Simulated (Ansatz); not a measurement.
# Be4Te: balancing the decomposition

These are results of DFT PBE, scalar-relativistic, plane waves, PAW in Ansatz 0.2.0, not measurements. Settings: cutoff 420 eV, Γ-centred meshes spaced at most about 0.3 Å⁻¹, and about 0.25 Å⁻¹ or finer for metals (2π included), Gaussian smearing. No spin polarisation.

Energies over the elements count from the elements' standard structures at the same level, with no fitted energy shifts.

These are static total energies at zero pressure. Spin–orbit coupling, which can matter for Te, is left out. The reference form of Te is held partly by dispersion forces, which this level lacks.

A trial structure of Be4Te (reached from: random cell; relaxed: space group P6/mmm (No. 191), a = 4.303 Å, c = 4.919 Å) has a formation energy of 0.429 eV/atom. At its composition the lowest mixture among the elements and 1 reference phase computed alike (others may be missing) consists of these:

| phase | source | ΔE_f (eV/atom) |
| --- | --- | --- |
| Be (solid) | element | 0.000 |
| BeTe (F-43m) | COD | -0.361 |

Question: Write the balanced decomposition and find its energy per atom, per formula unit and per mole of formula units.

Answer: Balancing Be and Te gives Be4Te → 3 Be + BeTe. The left side holds 5 atoms, and the products take 3/5 (Be) and 2/5 (BeTe) of them. The mixture therefore lies at 3/5 × (0.000) + 2/5 × (-0.361) = -0.144 eV/atom. The reaction energy is -0.144 − (0.429) = -0.573 eV/atom. Times 5 atoms that is -2.865 eV per Be4Te, and times 96.485 it is -276 kJ per mole of Be4Te. Decomposition is downhill, so the trial structure is unstable against this mixture.
